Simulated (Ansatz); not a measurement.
Pt:

```
CELL_PARAMETERS angstrom
-1.58422 1.58422 1.58422
1.58422 -1.58422 1.58422
1.58422 1.58422 -1.58422
ATOMIC_POSITIONS crystal
Pt 0.00000 0.00000 0.00000
```

This isn't the form of Pt at room conditions, which is fcc.

* Program: Ansatz 0.2.0
* Task: relaxation of cell and atoms
* Functional: BLYP
* Potentials or basis: Ansatz PAW
* Cutoff: 420 eV (not typed: the program's choice for these potentials)
* k mesh: 12 × 12 × 12
* Occupations: fermi-dirac, width 0.05 eV
* Spin: no spin polarisation

At the start: volume 15.90 Å³/atom.

Q: Where does the relaxation end?

A: It ends after 6 steps and the volume is 16.81 Å³/atom (+5.7 %); space group Im-3m (No. 229, to 0.05 Å).

Step by step:
```tsv
step	energy change (eV)	largest force (eV/Å)	volume (Å³)
1	0.0000	0.0000	15.90
2	-0.0312	0.0000	17.00
3	-0.0326	0.0000	16.81
4	-0.0329	0.0000	16.81
5	-0.0329	0.0000	16.81
6	-0.0329	0.0000	16.81
```

Final structure:
```cif
data_structure
_symmetry_space_group_name_H-M 'P 1'
_symmetry_Int_Tables_number 1
_cell_length_a 2.7949
_cell_length_b 2.7949
_cell_length_c 2.7949
_cell_angle_alpha 109.471
_cell_angle_beta 109.471
_cell_angle_gamma 109.471
_cell_volume 16.81
loop_
_atom_site_label
_atom_site_type_symbol
_atom_site_fract_x
_atom_site_fract_y
_atom_site_fract_z
_atom_site_occupancy
Pt1 Pt 0.00000 0.00000 0.00000 1
```

Caveat: the plane-wave basis is chosen anew once the cell has moved, so the energies of steps on either side of that aren't comparable; the PAW data sets come from PBE, with cores solved anew for the run's functional, which leaves a small shift of forces and pressure.
